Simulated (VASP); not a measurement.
# Ti in VASP: notebook, part 2 of 2

VASP 6.6.1.

## Step 3: Single point, LDA

This run uses another cell than the first one, of 29.79 Å³/atom, 1.092 times its volume.

Contents of INCAR:

```
SYSTEM = Ti
PREC     = Accurate       ! precision mode
ENCUT    = 400            ! plane-wave cutoff, eV
EDIFF    = 1E-7           ! SCF threshold, eV
ISMEAR   = 1              ! smearing method
SIGMA    = 0.2            ! smearing width, eV
LREAL    = .FALSE.        ! projectors in reciprocal space
LASPH    = .TRUE.         ! aspherical terms in the spheres
NELM     = 120            ! most SCF steps
ALGO     = Normal         ! electronic algorithm
ISIF     = 2              ! what is computed and relaxed
LWAVE    = .FALSE.        ! write WAVECAR
LCHARG   = .FALSE.        ! write CHGCAR
LDIPOL   = .TRUE.       
IDIPOL   = 3            
DIPOL    = 0.5 0.5 0.500
GGA      = CA             ! functional
NBANDS   = 50             ! bands
LVHAR    = .TRUE.       
LVACPOTAV= .TRUE.
```

Contents of KPOINTS:

```
Automatic mesh
0
G
  13 13 1
  0 0 0
```

Contents of POSCAR:

```
Ti
1.0
    2.9499978604      0.0000000000      0.0000000000
   -1.4749989302      2.5547730882      0.0000000000
    0.0000000000      0.0000000000     23.7150000000
Ti
6
Direct
    0.6666666667      0.3333333334      0.2530044276
    0.3333333333      0.6666666666      0.3518026565
    0.6666666667      0.3333333334      0.4506008855
    0.3333333333      0.6666666666      0.5493991145
    0.6666666667      0.3333333334      0.6481973435
    0.3333333333      0.6666666666      0.7469955724
```

Potentials or basis: VASP PAW LDA potentials, release 64 (Ti_sv).

On the command line:

```console
> cat potpaw_LDA.64/Ti_sv/POTCAR > POTCAR
> mpirun -np 1 vasp_std > vasp.out
```

OUTCAR:

```text
SYSTEM = Ti
   PREC = Accurate
   ENCUT = 400
   EDIFF = 1E-7
   ISMEAR = 1
   LREAL = .FALSE.
   LASPH = .TRUE.
   NELM = 120
   ISIF = 2
   GGA = CA

 Found     21 irreducible k-points:

 Following reciprocal coordinates:
            Coordinates               Weight
  0.000000  0.000000  0.000000      1.000000
  0.076923  0.000000  0.000000      6.000000
  0.153846 -0.000000  0.000000      6.000000
  0.230769 -0.000000  0.000000      6.000000
  0.307692 -0.000000  0.000000      6.000000
  0.384615  0.000000  0.000000      6.000000
   k-points           NKPTS =     21   k-points in BZ     NKDIM =     21   number of bands    NBANDS=     50
   number of dos      NEDOS =    301   number of ions     NIONS =      6
   total plane-waves  NPLWV =  64000
   dimension x,y,z NGX =    20 NGY =   20 NGZ =  160
   dimension x,y,z NGXF=    40 NGYF=   40 NGZF=  320
   ions per type =               6
   NGX,Y,Z   is equivalent  to a cutoff of  11.27, 11.27, 11.22 a.u.
   NGXF,Y,Z  is equivalent  to a cutoff of  22.54, 22.54, 22.43 a.u.
 SYSTEM =  Ti
   PREC   = accura    normal or accurate (medium, high low for compatibility)
   ISTART =      0    job   : 0-new  1-cont  2-samecut
   ICHARG =      2    charge: 1-file 2-atom 10-const
   ISPIN  =      1    spin polarized calculation?
   LNONCOLLINEAR =      F non collinear calculations
   LSORBIT =      F    spin-orbit coupling
   LASPH  =      T    aspherical Exc in radial PAW
   ENCUT  =  400.0 eV  29.40 Ry    5.42 a.u.   4.81  4.81 38.67*2*pi/ulx,y,z
   NELM   =    120;   NELMIN=  2; NELMDL= -5     # of ELM steps
   EDIFF  = 0.1E-06   stopping-criterion for ELM
   LREAL  =      F    real-space projection
   EDIFFG = 0.1E-05   stopping-criterion for IOM
   NSW    =      0    number of steps for IOM
   IBRION =     -1    ionic relax: 0-MD 1-quasi-New 2-CG
   NFREE  =      0    steps in history (QN), initial steepest desc. (CG)
   ISIF   =      2    stress and relaxation
   ISYM   =      2    0-nonsym 1-usesym 2-fastsym
   POTIM  = 0.5000    time-step for ionic-motion
   TEBEG  =    0.0;   TEEND  =   0.0 temperature during run
   PSTRESS=    0.0 pullay stress
   NELECT =      72.0000    total number of electrons
   NUPDOWN=      -1.0000    fix difference up-down
   EMIN   =  10.00;   EMAX   =-10.00  energy-range for DOS
   EFERMI =   0.00;   METHOD = LEGACY
   ISMEAR =     1;   SIGMA  =   0.20  broadening in eV -4-tet -1-fermi 0-gaus
   EFERMI_NEDOS =   21; number of points for ismear=-14 and -15
   IALGO  =     38    algorithm
   IMIX   =      4    mixing-type and parameters
     AMIX     =   0.40;   BMIX     =  1.00
     AMIX_MAG =   1.60;   BMIX_MAG =  1.00
  volume/ion in A,a.u.               =      29.79       201.02
  Fermi-wavevector in a.u.,A,eV,Ry     =   1.209075  2.284821 19.889848  1.461863
  Thomas-Fermi vector in A             =   2.344664
   LORBIT       =      0    0 simple, 1 ext, 2 COOP (PROOUT), +10 PAW based schemes
   GGA     = CA    functional components
   LHFCALC =     F    Hartree Fock is set to
   AEXX    =    0.0000 exact exchange contribution
   IVDW    =     0    specifies the selected vdW correction
   LEPSILON=     F    determine dielectric tensor
   LRPA    =     F    only Hartree local field effects (RPA)
 non-spin polarized calculation
 Methfessel and Paxton  Order N= 1 SIGMA  =   0.20
  energy-cutoff  :      400.00
  volume of cell :      178.73
 maximum number of plane-waves:      3277
 NGX is ok and might be reduce to    20
   NGX =  9   NGY =  9   NGZ = 77

 dipolmoment           0.000000      0.000000     -0.000000 electrons x Angstroem

 number of electron      71.9999981 magnetization

 dipolmoment           0.000000      0.000000      0.000000 electrons x Angstroem

 Free energy of the ion-electron system (eV)
  ---------------------------------------------------
  ext. energy  EPLUGINS =         0.00000000
  ---------------------------------------------------
  free energy    TOTEN  =       -48.69973355 eV

  energy without entropy =      -48.69416984  energy(sigma->0) =      -48.69787898

 E-fermi :   2.9599     XC(G=0):  -7.8229

 val. band max:        2.9547846808   @ k =   0.2308  -0.0000   0.0000
 cond. band min:       2.9896578108   @ k =   0.3077   0.2308   0.0000
 fundamental gap:      0.0348731299
 Fermi energy:         2.9598907034

 k-point     1 :       0.0000    0.0000    0.0000
  band No.  band energies     occupation
      1     -53.3217      2.00000
      2     -53.3216      2.00000
      3     -53.1900      2.00000
      4     -53.1438      2.00000
      5     -53.0982      2.00000
      6     -53.0764      2.00000
[... 40 lines left out ...]
     47       3.9055     -0.00000
     48       4.1030     -0.00000

 k-point     2 :       0.0769    0.0000    0.0000
  band No.  band energies     occupation
      1     -53.3174      2.00000
      2     -53.3173      2.00000
      3     -53.1847      2.00000
      4     -53.1395      2.00000
      5     -53.0948      2.00000
      6     -53.0739      2.00000
[... 40 lines left out ...]
     47       3.9963     -0.00000
     48       4.0748     -0.00000

 k-point     3 :       0.1538   -0.0000    0.0000
  band No.  band energies     occupation
      1     -53.3052      2.00000
      2     -53.3051      2.00000
      3     -53.1694      2.00000
      4     -53.1271      2.00000
      5     -53.0853      2.00000
      6     -53.0667      2.00000
[... 40 lines left out ...]
     47       4.1304     -0.00000
     48       4.2364     -0.00000

 k-point     4 :       0.2308   -0.0000    0.0000
  band No.  band energies     occupation
      1     -53.2881      2.00000
      2     -53.2881      2.00000
      3     -53.1473      2.00000
      4     -53.1097      2.00000
      5     -53.0724      2.00000
      6     -53.0573      2.00000
[... 40 lines left out ...]
     47       4.4855     -0.00000
     48       4.5541     -0.00000

 k-point     5 :       0.3077   -0.0000    0.0000
  band No.  band energies     occupation
      1     -53.2700      2.00000
      2     -53.2699      2.00000
      3     -53.1227      2.00000
      4     -53.0908      2.00000
      5     -53.0589      2.00000
      6     -53.0483      2.00000
[... 40 lines left out ...]
     47       4.8613     -0.00000
     48       4.8708     -0.00000

 k-point     6 :       0.3846    0.0000    0.0000
  band No.  band energies     occupation
      1     -53.2548      2.00000
      2     -53.2548      2.00000
      3     -53.1004      2.00000
      4     -53.0749      2.00000
      5     -53.0483      2.00000
      6     -53.0420      2.00000
[... 40 lines left out ...]
     47       5.3333     -0.00000
     48       5.3507     -0.00000

 [... further k-points ...]

 [bands above 48 left out]

------------------------ aborting loop because EDIFF is reached ----------------------------------------

  FORCE on cell =-STRESS in cart. coord.  units (eV):
  Direction    XX          YY          ZZ          XY          YZ          ZX
  --------------------------------------------------------------------------------------
  -------------------------------------------------------------------------------------
  Total       -8.4366068     -8.4366068     -8.3166431      0.0000000     -0.0000000     -0.0000000
  in kB      -75.6277585    -75.6277585    -74.5523751      0.0000000     -0.0000000     -0.0000000
  external PRESSURE =     -75.2692973 kB  Pullay stress =       0.0000000 kB

 VOLUME and BASIS-vectors are now :
 -----------------------------------------------------------------------------
  energy-cutoff  :      400.00
  volume of cell :      178.73
      direct lattice vectors                 reciprocal lattice vectors
     2.949997860  0.000000000  0.000000000     0.338983297  0.195712098  0.000000000
    -1.474998930  2.554773088  0.000000000     0.000000000  0.391424195  0.000000000
     0.000000000  0.000000000 23.715000000     0.000000000  0.000000000  0.042167405

 POSITION                                       TOTAL-FORCE (eV/Angst)
 -----------------------------------------------------------------------------------
      1.47500      0.85159      6.00000        -0.000000      0.000000      1.013192
     -0.00000      1.70318      8.34300        -0.000000     -0.000000     -0.590673
      1.47500      0.85159     10.68600         0.000000      0.000000      0.043935
     -0.00000      1.70318     13.02900        -0.000000     -0.000000     -0.043935
      1.47500      0.85159     15.37200         0.000000     -0.000000      0.590673
     -0.00000      1.70318     17.71500         0.000000      0.000000     -1.013192
 -----------------------------------------------------------------------------------
    total drift:                                0.000000      0.000000      0.000000

  FREE ENERGIE OF THE ION-ELECTRON SYSTEM (eV)
  ---------------------------------------------------
  free  energy   TOTEN  =       -48.6997335520 eV

  energy  without entropy=      -48.6941698420  energy(sigma->0) =      -48.69787898

 vacuum level on the upper side and lower side of the slab         7.576         7.576
```

It took 2.5 min on 1 thread of Intel Xeon 6975P-C (Granite Rapids), shared host; peak memory 0.24 GiB.

These settings aren't checked as converged: the numbers below hold their error.

Results:

```yaml
Free_energy: -48.6997 eV
Largest_force: 1.013 eV/Å
Band_gap_on_the_k_mesh: none (metal or under the smearing width)
Work_function_of_the_upper_face: 4.62 eV
Work_function_of_the_lower_face: 4.62 eV
```

## Step 4: Single point, LDA

This run uses another cell than the first one, of 24.76 Å³/atom, 0.908 times its volume.

Edit INCAR of step 3 so:

```diff
@@ -5,3 +5,3 @@
 ISMEAR   = 1              ! smearing method
-SIGMA    = 0.2            ! smearing width, eV
+SIGMA    = 0.1            ! smearing width, eV
 LREAL    = .FALSE.        ! projectors in reciprocal space
```

Contents of KPOINTS:

```
Automatic mesh
0
G
  16 16 1
  0 0 0
```

Contents of POSCAR:

```
Ti
1.0
    2.9499978604      0.0000000000      0.0000000000
   -1.4749989302      2.5547730882      0.0000000000
    0.0000000000      0.0000000000     19.7150000000
Ti
6
Direct
    0.6666666667      0.3333333334      0.2028911996
    0.3333333333      0.6666666666      0.3217347198
    0.6666666667      0.3333333334      0.4405782399
    0.3333333333      0.6666666666      0.5594217601
    0.6666666667      0.3333333334      0.6782652802
    0.3333333333      0.6666666666      0.7971088004
```

On the command line:

```console
> cat potpaw_LDA.64/Ti_sv/POTCAR > POTCAR
> mpirun -np 1 vasp_std > vasp.out
```

Run time: 2.6 min. Hardware: 1 thread of Intel Xeon 6975P-C (Granite Rapids), shared host; peak memory 0.23 GiB.

The run converged, but some of its settings lie outside the range that counts as converged, so its numbers aren't taken as properties of the slab.

Results:

```
Free energy            : -48.7005 eV
Largest force          : 1.037 eV/Å
Band gap on the k mesh : none (metal or under the smearing width)
```
